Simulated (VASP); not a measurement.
# RbBr (Fm-3m) in VASP: notebook

The runs below take RbBr through single point, relaxation of cell and atoms, with PBE.

Program: VASP 6.6.1. These are calculated values, not measurements. Logs are shortened: lines on timing, memory, paths and dates and some standing lists are left out, and cuts for length are marked.

## 1. Starting point

Symmetry: Fm-3m, No. 225, cubic system. Conventional cell: a = 7.017 Å, b = 7.017 Å, c = 7.017 Å, α = 90.00°, β = 90.00°, γ = 90.00°. Around Rb (site symmetry m-3m) lie 6 Br at 3.51 Å. Br (site symmetry m-3m) has 6 Rb at 3.51 Å as nearest neighbours.

## 2. Single point, PBE

INCAR

```
PREC = Accurate
ENCUT = 520
EDIFF = 1E-6
ISMEAR = 0
SIGMA = 0.02
LREAL = False
LASPH = True
NELM = 100
ALGO = Normal
ISIF = 2
LWAVE = False
LCHARG = False
GGA = PE
NBANDS = 15
```

KPOINTS

```
regular mesh
0
Gamma
  6 6 6
```

POSCAR

```
RbBr
1.0
    0.0000000000      3.5086792297      3.5086792297
    3.5086792297      0.0000000000      3.5086792297
    3.5086792297      3.5086792297      0.0000000000
Rb Br
1 1
Direct
    0.0000000000      0.0000000000      0.0000000000
    0.5000000000      0.5000000000      0.5000000000
```

Potentials or basis: VASP PAW PBE potentials, release 64 (Rb_sv, Br).

The run is started by

```
> cat potpaw_PBE.64/Rb_sv/POTCAR potpaw_PBE.64/Br/POTCAR > POTCAR
> mpirun -np 1 vasp_std > vasp.out
```

OUTCAR:

```text
PREC = Accurate
   ENCUT = 520
   EDIFF = 1E-6
   ISMEAR = 0
   LREAL = False
   LASPH = True
   NELM = 100
   ISIF = 2
   GGA = PE

 ion  position               nearest neighbor table
   1  0.000  0.000  0.000-   2 3.51   2 3.51   2 3.51   2 3.51   2 3.51   2 3.51
   2  0.500  0.500  0.500-   1 3.51   1 3.51   1 3.51   1 3.51   1 3.51   1 3.51

  LATTYP: Found a face centered cubic cell.
 ALAT       =     7.0173584594

  Lattice vectors:

 A1 = (   0.0000000000,   3.5086792297,   3.5086792297)
 A2 = (   3.5086792297,   0.0000000000,   3.5086792297)
 A3 = (   3.5086792297,   3.5086792297,   0.0000000000)

Analysis of symmetry for initial positions (statically):
=====================================================================
 Subroutine PRICEL returns:
 Original cell was already a primitive cell.

 Routine SETGRP: Setting up the symmetry group for a
 face centered cubic supercell.

 Subroutine GETGRP returns: Found 48 space group operations
 (whereof 48 operations were pure point group operations)
 out of a pool of 48 trial point group operations.

The static configuration has the point symmetry O_h .

Analysis of symmetry for dynamics (positions and initial velocities):
=====================================================================
 Subroutine PRICEL returns:
 Original cell was already a primitive cell.

 Routine SETGRP: Setting up the symmetry group for a
 face centered cubic supercell.

 Subroutine GETGRP returns: Found 48 space group operations
 (whereof 48 operations were pure point group operations)
 out of a pool of 48 trial point group operations.

The dynamic configuration has the point symmetry O_h .

 Subroutine INISYM returns: Found 48 space group operations
 (whereof 48 operations are pure point group operations),
 and found     1 'primitive' translations

----------------------------------------------------------------------------------------

                                     Primitive cell

  volume of cell :      86.3895

  direct lattice vectors                    reciprocal lattice vectors
     0.000000000  3.508679230  3.508679230    -0.142503765  0.142503765  0.142503765
     3.508679230  0.000000000  3.508679230     0.142503765 -0.142503765  0.142503765
     3.508679230  3.508679230  0.000000000     0.142503765  0.142503765 -0.142503765

  length of vectors
     4.962021753  4.962021753  4.962021753     0.246823761  0.246823761  0.246823761

  position of ions in fractional coordinates (direct lattice)
     0.000000000  0.000000000  0.000000000
     0.500000000  0.500000000  0.500000000

  ion indices of the primitive-cell ions
   primitive index   ion index
                 1           1
                 2           2

[... 78 lines left out ...]
   EFERMI_NEDOS =   21; number of points for ismear=-14 and -15
   IALGO  =     38    algorithm
   IMIX   =      4    mixing-type and parameters
     AMIX     =   0.40;   BMIX     =  1.00
     AMIX_MAG =   1.60;   BMIX_MAG =  1.00
  volume/ion in A,a.u.               =      43.19       291.49
  Fermi-wavevector in a.u.,A,eV,Ry     =   0.933171  1.763437 11.848060  0.870808
  Thomas-Fermi vector in A             =   2.059845
   LORBIT       =      0    0 simple, 1 ext, 2 COOP (PROOUT), +10 PAW based schemes
   GGA     = PE    functional components
   LHFCALC =     F    Hartree Fock is set to
   AEXX    =    0.0000 exact exchange contribution
   IVDW    =     0    specifies the selected vdW correction
   LEPSILON=     F    determine dielectric tensor
   LRPA    =     F    only Hartree local field effects (RPA)
 non-spin polarized calculation
 Gauss-broadening in eV      SIGMA  =   0.02
  energy-cutoff  :      520.00
  volume of cell :       86.39
 maximum number of plane-waves:      2357
 NGX is ok and might be reduce to    40
   NGX = 19   NGY = 19   NGZ = 19

 number of electron      15.9999999 magnetization

 Free energy of the ion-electron system (eV)
  ---------------------------------------------------
  ext. energy  EPLUGINS =         0.00000000
  ---------------------------------------------------
  free energy    TOTEN  =        -6.11555487 eV

  energy without entropy =       -6.11555487  energy(sigma->0) =       -6.11555487

 E-fermi :  -1.8405     XC(G=0):  -6.9582

 val. band max:       -2.0053756244   @ k =   0.0000   0.0000   0.0000
 cond. band min:       2.1836021128   @ k =   0.0000   0.0000   0.0000
 fundamental gap:      4.1889777373
 Fermi energy:        -1.8404757511

 k-point     1 :       0.0000    0.0000    0.0000
  band No.  band energies     occupation
      1     -26.5740      2.00000
      2     -14.1204      2.00000
      3     -10.6449      2.00000
      4     -10.6449      2.00000
      5     -10.6449      2.00000
      6      -2.0054      2.00000
      7      -2.0054      2.00000
      8      -2.0054      2.00000
      9       2.1836      0.00000
     10       5.2462      0.00000
     11       5.2462      0.00000
     12       5.2462      0.00000
     13       6.0868      0.00000
     14       6.0868      0.00000
[... 257 lines left out ...]
      2     -14.0909      2.00000
      3     -10.7611      2.00000
      4     -10.7198      2.00000
      5     -10.6501      2.00000
      6      -2.4016      2.00000
      7      -2.3664      2.00000
      8      -2.2548      2.00000
      9       4.3002      0.00000
     10       5.5617      0.00000
     11       5.8022      0.00000
     12       6.6537      0.00000
     13       7.7436      0.00000
     14       8.5717      0.00000
     15       8.9608      0.00000

------------------------ aborting loop because EDIFF is reached ----------------------------------------

  FORCE on cell =-STRESS in cart. coord.  units (eV):
  Direction    XX          YY          ZZ          XY          YZ          ZX
  --------------------------------------------------------------------------------------
  -------------------------------------------------------------------------------------
  Total        0.0101568      0.0101568      0.0101568      0.0000000      0.0000000     -0.0000000
  in kB        0.1883670      0.1883670      0.1883670      0.0000000      0.0000000     -0.0000000
  external PRESSURE =       0.1883670 kB  Pullay stress =       0.0000000 kB

 VOLUME and BASIS-vectors are now :
 -----------------------------------------------------------------------------
  energy-cutoff  :      520.00
  volume of cell :       86.39
      direct lattice vectors                 reciprocal lattice vectors
     0.000000000  3.508679230  3.508679230    -0.142503765  0.142503765  0.142503765
     3.508679230  0.000000000  3.508679230     0.142503765 -0.142503765  0.142503765
     3.508679230  3.508679230  0.000000000     0.142503765  0.142503765 -0.142503765

 POSITION                                       TOTAL-FORCE (eV/Angst)
 -----------------------------------------------------------------------------------
      0.00000      0.00000      0.00000         0.000000      0.000000      0.000000
      3.50868      3.50868      3.50868         0.000000      0.000000      0.000000
 -----------------------------------------------------------------------------------
    total drift:                                0.000000     -0.000000     -0.000000

  FREE ENERGIE OF THE ION-ELECTRON SYSTEM (eV)
  ---------------------------------------------------
  free  energy   TOTEN  =        -6.1155548702 eV

  energy  without entropy=       -6.1155548702  energy(sigma->0) =       -6.11555487
```

OSZICAR:

```text
N       E                     dE             d eps       ncg     rms          rms(c)
DAV:   1     0.796710329021E+02    0.79671E+02   -0.64668E+03   480   0.901E+02
DAV:   2    -0.581204721181E+00   -0.80252E+02   -0.74224E+02   666   0.161E+02
DAV:   3    -0.618815255823E+01   -0.56069E+01   -0.55871E+01   634   0.438E+01
DAV:   4    -0.635305734773E+01   -0.16490E+00   -0.16489E+00   692   0.707E+00
DAV:   5    -0.635402359015E+01   -0.96624E-03   -0.96623E-03   662   0.602E-01    0.260E+00
DAV:   6    -0.612141177723E+01    0.23261E+00   -0.27934E-01   557   0.236E+00    0.169E+00
DAV:   7    -0.610192970998E+01    0.19482E-01   -0.12669E-01   627   0.170E+00    0.896E-01
DAV:   8    -0.611463931704E+01   -0.12710E-01   -0.15319E-02   532   0.708E-01    0.114E-01
DAV:   9    -0.611508500270E+01   -0.44569E-03   -0.74085E-04   635   0.137E-01    0.726E-02
DAV:  10    -0.611554783508E+01   -0.46283E-03   -0.60126E-04   508   0.135E-01    0.289E-02
DAV:  11    -0.611554748311E+01    0.35197E-06   -0.34318E-05   636   0.305E-02    0.787E-03
DAV:  12    -0.611555452887E+01   -0.70458E-05   -0.10314E-05   508   0.189E-02    0.161E-03
DAV:  13    -0.611555487023E+01   -0.34136E-06   -0.45481E-07   492   0.384E-03
   1 F= -.61155549E+01 E0= -.61155549E+01  d E =-.469655E-33
```

stdout:

```text
POSCAR found type information on POSCAR RbBr
 POSCAR found :  2 types and       2 ions
 scaLAPACK will be used
 LDA part: xc-table for (Slater+PW92), standard interpolation
 POSCAR, INCAR and KPOINTS ok, starting setup
 FFT: planning ... GRIDC
 FFT: planning ... GRID_SOFT
 FFT: planning ... GRID
 WAVECAR not read
 entering main loop
```

Run time: 22 s. Hardware: 1 thread of Intel Xeon Platinum 8259CL at 2.50GHz (Skylake/Cascade Lake), shared host; peak memory 0.24 GiB.

Results:

```yaml
Free_energy: -6.1156 eV
Pressure: 0.0 GPa
Band_gap_on_the_k_mesh: 4.19 eV, direct
```

Levels at points of the mesh, in eV from the valence-band top:
```tsv
k point	band 5	band 6	band 7	band 8	band 9	band 10	band 11	band 12
(0.00, 0.00, 0.00)	-8.64	0.00	0.00	0.00	4.19	7.25	7.25	7.25
(0.50, 0.00, 0.00)	-8.61	-0.87	-0.30	-0.30	6.63	7.46	9.27	9.27
(0.50, 0.50, 0.00)	-8.69	-0.45	-0.15	-0.15	5.67	6.86	8.84	9.06
```

## 3. Single point, PBE

INCAR

```
SYSTEM = RbBr
ALGO     = Normal         ! electronic algorithm
EDIFF    = 1E-6           ! SCF threshold, eV
ENCUT    = 520            ! plane-wave cutoff, eV
GGA      = PE             ! functional
ISIF     = 2              ! what is computed and relaxed
ISMEAR   = 0              ! smearing method
LASPH    = .True.         ! aspherical terms in the spheres
LCHARG   = .True.         ! write CHGCAR
LELF     = .True.         ! ELF
LREAL    = .False.        ! projectors in reciprocal space
LVHAR    = .True.       
LWAVE    = .False.        ! write WAVECAR
NBANDS   = 15             ! bands
NELM     = 100            ! most SCF steps
PREC     = Accurate       ! precision mode
SIGMA    = 0.02           ! smearing width, eV
```

KPOINTS

```
k-points
0
Gamma
  6 6 6
  0 0 0
```

POSCAR

```
RbBr
1.0
    0.0000000000      3.5086791503      3.5086791503
    3.5086791503      0.0000000000      3.5086791503
    3.5086791503      3.5086791503      0.0000000000
Rb Br
1 1
Direct
    0.0000000000      0.0000000000      0.0000000000
    0.5000000000      0.5000000000      0.5000000000
```

Potentials or basis: VASP PAW PBE potentials, release 64 (Rb_sv, Br).

The run is started by

```
> cat potpaw_PBE.64/Rb_sv/POTCAR potpaw_PBE.64/Br/POTCAR > POTCAR
> mpirun -np 1 vasp_std > vasp.out
```

Run time: 19 s. Hardware: 1 thread of Intel Xeon Platinum 8375C at 2.90GHz (Ice Lake), shared host; peak memory 0.24 GiB.

It converged, with:

```yaml
Free_energy: -6.1156 eV
Pressure: 0.0 GPa
Band_gap_on_the_k_mesh: 4.19 eV, direct
```

Levels at points of the mesh, in eV from the valence-band top:
```tsv
k point	band 4	band 5	band 6	band 7	band 8	band 9	band 10	band 11	band 12	band 13
(0.00, 0.00, 0.00)	-8.64	-8.64	0.00	0.00	0.00	4.19	7.25	7.25	7.25	8.09
(0.50, 0.00, 0.00)	-8.65	-8.61	-0.87	-0.30	-0.30	6.63	7.46	9.27	9.27	9.93
(0.50, 0.50, 0.00)	-8.69	-8.69	-0.45	-0.15	-0.15	5.67	6.86	8.84	9.06	9.15
```

A hybrid or GW would open this gap; PBE tends to underestimate it.

## 4. Relaxation of cell and atoms, PBE

This run uses another cell than the first one, of 40.25 Å³/atom, 0.932 times its volume.

INCAR

```
PREC = Accurate
ENCUT = 600
EDIFF = 1E-6
ISMEAR = 0
SIGMA = 0.02
LREAL = F
LASPH = T
NELM = 100
ALGO = Normal
ISIF = 3
LWAVE = F
LCHARG = F
GGA = PE
IBRION = 2
NSW = 100
EDIFFG = -0.005
```

KPOINTS

```
Automatic mesh
0
Gamma
  6 6 6
```

POSCAR

```
RbBr
1.0
    0.0000000000      3.4270000000      3.4270000000
    3.4270000000      0.0000000000      3.4270000000
    3.4270000000      3.4270000000      0.0000000000
Rb Br
1 1
Direct
    0.0000000000      0.0000000000      0.0000000000
    0.5000000000      0.5000000000      0.5000000000
```

The run is started by

```
> cat potpaw_PBE.64/Rb_sv/POTCAR potpaw_PBE.64/Br/POTCAR > POTCAR
> mpirun -np 1 vasp_std > vasp.out
```

Wall time 42 s (1 thread of Intel Xeon Platinum 8375C at 2.90GHz (Ice Lake), shared host); peak memory 0.25 GiB.

Results (log left out):

```
Free energy                            : -6.1154 eV
Relaxed volume                         : 43.33 Å³/atom
Relaxed cell                           : a = 4.967 Å, b = 4.967 Å, c = 4.967 Å, α = 60.00°, β = 60.00°, γ = 60.00°
Space group after relaxing (to 0.05 Å) : Fm-3m (No. 225)
Energy gained by relaxing              : 9.1 meV/atom
Ionic steps                            : 4
Pressure after relaxing                : 0.0 GPa
Band gap on the k mesh                 : 4.18 eV, direct
```

The path:
```tsv
step	energy change (eV)	largest force (eV/Å)	pressure (GPa)	volume (Å³)
1	0.0000	0.0000	1.03	80.50
2	-0.0140	0.0000	0.48	83.54
3	-0.0182	0.0000	0.03	86.42
4	-0.0182	0.0000	-0.01	86.66
```

Final structure:
```
Rb Br
1.0
     0.00000    3.51228    3.51228
     3.51228    0.00000    3.51228
     3.51228    3.51228    0.00000
Rb Br
1 1
Direct
  0.00000 0.00000 0.00000
  0.50000 0.50000 0.50000
```

Levels at points of the mesh, in eV from the valence-band top:
```csv
k point,band 4,band 5,band 6,band 7,band 8,band 9,band 10,band 11,band 12
"(0.00, 0.00, 0.00)",-8.65,-8.65,0.00,0.00,0.00,4.18,7.25,7.25,7.25
"(0.50, 0.00, 0.00)",-8.65,-8.62,-0.87,-0.29,-0.29,6.62,7.45,9.26,9.26
"(0.50, 0.50, 0.00)",-8.70,-8.70,-0.45,-0.15,-0.15,5.67,6.85,8.83,9.06
```

[end of part 1 of 2]
